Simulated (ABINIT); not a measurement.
Runs of ABINIT 10.8.3 (patched build) on SnO2 (Cassiterite). The structure is tetragonal, space group P4_2/mnm (No. 136). Conventional cell: a = 4.738 Å, b = 4.738 Å, c = 3.187 Å, α = 90.00°, β = 90.00°, γ = 90.00°. Around Sn (site symmetry mmm) lie 6 O at 2.05 to 2.06 Å. Around O (site symmetry m2m) lie 3 Sn at 2.05 to 2.06 Å. 

```tsv
task	potentials or basis	cell	k mesh	cutoff (eV)	smearing	stop of the response cycle (tolvrs)	acoustic sum rule (asr)	fine-grid cutoff	cell freedom (optcell)	optimiser (ionmov)	gap on the mesh (eV)	pressure (GPa)	largest force (eV/Å)
phonons	JTH PAW LDA v2.0 sp	as given	4 × 4 × 6, shifted	517	fixed	1e-08	1	1034.03 eV	-	-	-	(a)	0.24
single point	PseudoDojo NC SR LDA v0.4.1 standard	cell relaxed	4 × 4 × 6	1143	fermi-dirac 0.05 eV	-	-	-	-	-	1.12	0.0	-
single point	PseudoDojo NC SR LDA v0.4.1 standard	as given	4 × 4 × 6	952	fermi-dirac 0.05 eV	-	-	-	-	-	1.12	-	0.15
relaxation of cell and atoms	PseudoDojo NC SR LDA v0.4.1 standard	relaxed	4 × 4 × 6	1143	fermi-dirac 0.05 eV	-	-	-	2	2	1.12	0.0	-
single point	JTH PAW LDA v2.0 sp	as given	4 × 4 × 6	517	fermi-dirac 0.05 eV	-	-	1034.03 eV	-	-	1.00	4.3	0.24
```

Alike in all rows: level LDA; no spin polarisation.

Problem. Estimate the missing entries.

Solution. (a) 4.4.

Caveats: spin-orbit coupling is left out, which moves the levels of the heavy elements (some runs); this set keeps more shells in the core, which shifts pressures and gaps (some runs); the atomic spheres overlap (some runs); the cell is more than 3 GPa from zero pressure, which shifts response properties (some runs).

A k mesh can miss the band edges, and the runs leave out spin-orbit coupling on Sn.

The runs don't all hold the same shells in valence.

Runs at the PBE level aren't shown here.
